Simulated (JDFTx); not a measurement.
The system is Tc.

```
Tc
1.0
     2.74000    0.00000    0.00000
    -1.37000    2.37291    0.00000
     0.00000    0.00000    4.39800
Tc
2
Direct
  0.66667 0.33333 0.75000
  0.33333 0.66667 0.25000
```

Base run:

| Property | Result |
| --- | --- |
| Program | JDFTx 1.7.0 (patched build) |
| Functional | PBE |
| Potentials or basis | PseudoDojo-SR-PBE-0.5-standard with smoothed tails |
| Cutoff | 1143 eV |
| Density cutoff | 9143 eV |
| k mesh | 11 × 11 × 6 |
| Occupations | fermi-dirac, width 0.05 eV |
| Spin | no spin polarisation |
| Hubbard terms | Tc d U = 6 eV |

Its results: band gap on the k mesh none (metal or under the smearing width); pressure -14.6 GPa.

Q: The run is repeated on the same cell with these changes: hubbard terms from Tc d U = 6 eV to Tc d U = 2 eV. What comes out?

A: Band gap on the k mesh none (metal or under the smearing width); pressure -2.8 GPa.

Caveats: U without spin polarisation on a metal has little footing; the U is typed as a test and isn't derived for this compound.
